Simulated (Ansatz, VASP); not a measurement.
InP in VASP and in Ansatz

```xyz
2
Lattice="0.0000 2.6437 2.6437 2.6437 0.0000 2.6437 2.6437 2.6437 0.0000" Properties=species:S:1:pos:R:3 pbc="T T T"
In    0.0000    0.0000    0.0000
P     3.9656    3.9656    3.9656
```

Alike in both runs: functional LDA; k mesh 10 × 10 × 10; no spin polarisation.

Ansatz relaxed the structure, and its values are those at the end. VASP's run is a single point on that final structure, the one shown.

|  | VASP | Ansatz |
| --- | --- | --- |
| version | VASP 6.6.1 | Ansatz 0.2.0 |
| potentials or method | VASP PAW LDA potentials, release 64 (In_d, P) | scalar-relativistic, plane waves, PAW |
| plane-wave cutoff (eV) | 520 | 420 |
| occupations | gaussian, width 0.01 eV | fixed |
| valence electrons in the cell | 18 | 18 |

VASP gave:

| Quantity | Value |
| --- | --- |
| gap on the k mesh at the Fermi level (eV) | 0.94 |
| least direct gap on the mesh (eV) | 2.04 |

Task: Estimate Ansatz's values.

Result: gap on the k mesh at the Fermi level (eV): 0.94; least direct gap on the mesh (eV): 2.02.

Caveats: spin-orbit coupling is left out, which moves the levels of the heavy elements. A k mesh can miss the band edges.
